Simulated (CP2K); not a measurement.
## Hf under changes of volume

One of the cells (21.882 Å³/atom); the others are scaled copies at fixed shape and fractional positions:

```
Hf
1.0
     3.13955    0.00000    0.00000
     1.56978    2.71893    0.00000
     1.56978    0.90631    2.56344
Hf
1
Direct
  0.00000 0.00000 0.00000
```

This isn't the form of Hf at room conditions, which is hcp.

```yaml
Program: CP2K 2026.2
Functional: LDA
Potentials_or_basis: GTH_POTENTIALS Hf GTH-PADE-q12; TZVP-MOLOPT-PBE-GTH basis
Density_cutoff: 6123 eV
k_mesh: 10 × 10 × 10
Occupations: fermi-dirac, width 0.05 eV
Spin: no spin polarisation
```

```csv
volume (Å³/atom),energy over the lowest point (meV/atom),pressure (GPa)
20.569,0.00,-21.0
21.007,61.69,-24.2
21.444,131.42,-27.0
21.882,208.48,-29.5
22.320,291.96,-31.7
22.757,380.87,-33.4
23.195,?,?
```

Question: What does the run at 23.195 Å³/atom give?

Answer: Energy over the lowest point 474.33 meV/atom; pressure -34.8 GPa.

Worked out: A Birch-Murnaghan fit of order 3 (a polynomial in V^(-2/3)) to the other rows has no minimum within the range. It gives 474.95 meV/atom at 23.195 Å³/atom, against the run's 474.33, and -dE/dV = -35.2 GPa, against -34.8.

Energies are extrapolated to zero smearing.

Caveats: the basis of atomic orbitals isn't converged, which shifts pressures, moduli and gaps.
